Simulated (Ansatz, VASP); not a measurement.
**RbBr: VASP beside Ansatz**

```
CELL_PARAMETERS angstrom
0.00000 3.42700 3.42700
3.42700 0.00000 3.42700
3.42700 3.42700 0.00000
ATOMIC_POSITIONS crystal
Rb 0.00000 0.00000 0.00000
Br 0.50000 0.50000 0.50000
```

Alike in both runs: functional LDA; k mesh 7 × 7 × 7; occupations fermi-dirac, width 0.05 eV; no spin polarisation.

|  | VASP | Ansatz |
| --- | --- | --- |
| version | VASP 6.6.1 | Ansatz 0.2.0 |
| potentials or method | VASP PAW LDA potentials, release 64 (Rb_sv, Br), cutoff 520 eV | all-electron LAPW, scalar-relativistic |
| task | single point | band structure |

Ansatz gave:

- gap on the k mesh at the Fermi level (eV): 3.95
- least direct gap on the mesh (eV): 3.95
- pressure (GPa): -1.2

Q: Estimate VASP's values.

A: gap on the k mesh at the Fermi level (eV): 3.96; least direct gap on the mesh (eV): 3.96; pressure (GPa): -1.2.

Ansatz ran all-electron here, so the differences hold the error of VASP's frozen core and of both bases.
